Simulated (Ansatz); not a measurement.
Wanted: the native input for an Ansatz 0.2.0 run.

| Property | Result |
| --- | --- |
| Task | band structure |
| Functional | HSE06 |
| Potentials or basis | Ansatz PAW |
| Cutoff | 420 eV (not typed: the program's choice for these potentials) |
| k mesh | 8 × 8 × 8 |
| Occupations | fermi-dirac, width 0.05 eV |
| Spin | no spin polarisation |
| Path | [["G", "X", "W", "K", "G", "L", "U", "W", "L", "K"], ["U", "X"]] |
| Points for each segment of the path | 4 |

The system is TiC.

```
Ti C
1.0
     0.00000    2.16572    2.16572
     2.16572    0.00000    2.16572
     2.16572    2.16572    0.00000
Ti C
1 1
Direct
  0.00000 0.00000 0.00000
  0.50000 0.50000 0.50000
```

The cell is a database's computed one.

These files were run (other wordings do the same):

input

```
crystal:
  lattice:
    - [0.0, 2.1657188437, 2.1657188437]
    - [2.1657188437, 0.0, 2.1657188437]
    - [2.1657188437, 2.1657188437, 0.0]
  atoms:
    - { symbol: Ti, position: [0.0, 0.0, 0.0] }
    - { symbol: C, position: [0.5, 0.5, 0.5] }
hamiltonian:
  xc: hse06
  pseudopotentials: { kind: paw }
kpoints:
  mp_grid: { grid: [8, 8, 8] }
  band_path:
    path:
      - [[0.0, 0.0, 0.0], [0.5, 0.0, 0.5], [0.5, 0.25, 0.75], [0.375, 0.375, 0.75], [0.0, 0.0, 0.0], [0.5, 0.5, 0.5], [0.625, 0.25, 0.625], [0.5, 0.25, 0.75], [0.5, 0.5, 0.5], [0.375, 0.375, 0.75]]
      - [[0.625, 0.25, 0.625], [0.5, 0.0, 0.5]]
    npoints: 4
scf:
  occupations: { method: fermi_dirac, width: 0.05 }
  n_extra_bands: 6
output:
  forces: true
  stress: true
  eigenvalues: true
  fatbands: false
```

Results of the run:

```json
{
 "Pressure": "-4.9 GPa",
 "Band gap on the k mesh": "none (metal or under the smearing width)"
}
```

Caveat: the PAW data sets come from PBE, with cores solved anew for the run's functional, which leaves a small shift of forces and pressure; the thresholds are loose for stress.

It took 59 s on 1 × NVIDIA H100 80GB HBM3 with 2 threads of AMD EPYC 7R13 Processor (Zen 3) (shared host), peak memory 2.3 GiB.
